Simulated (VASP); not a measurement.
Input of a VASP 6.6.1 run:

File INCAR:

```
SYSTEM = Al2Cu
  PREC = Accurate
  ENCUT = 520
  EDIFF = 1E-6
  ISMEAR = 0
  SIGMA = 0.1
  LREAL = .False.
  LASPH = .True.
  NELM = 100
  ALGO = Fast
  ISIF = 2
  LWAVE = .False.
  LCHARG = .True.
  GGA = PE
  LELF = .True.
  LVHAR = .True.
  NBANDS = 16
```

The input KPOINTS:

```
regular mesh
0
Gamma
  6 6 6
  0 0 0
```

File POSCAR:

```
Al2Cu
1.0
   -2.0303380000      2.0303380000      2.8510940000
    2.0303380000     -2.0303380000      2.8510940000
    2.0303380000      2.0303380000     -2.8510940000
Al Cu
2 1
Direct
    0.7500000000      0.2500000000      0.5000000000
    0.2500000000      0.7500000000      0.5000000000
    0.5000000000      0.5000000000      0.0000000000
```

Potentials or basis: VASP PAW PBE potentials, release 64 (Al, Cu).

Launch:

```console
$ cat potpaw_PBE.64/Al/POTCAR potpaw_PBE.64/Cu/POTCAR > POTCAR
$ mpirun -np 1 vasp_std > vasp.out
```

Predict the band gap on the k mesh.

none (metal or under the smearing width).

What does it give for the pressure?

2.7 GPa.

Caveat: the k mesh is coarse (spacing up to 0.36 Å⁻¹), so the values aren't converged.
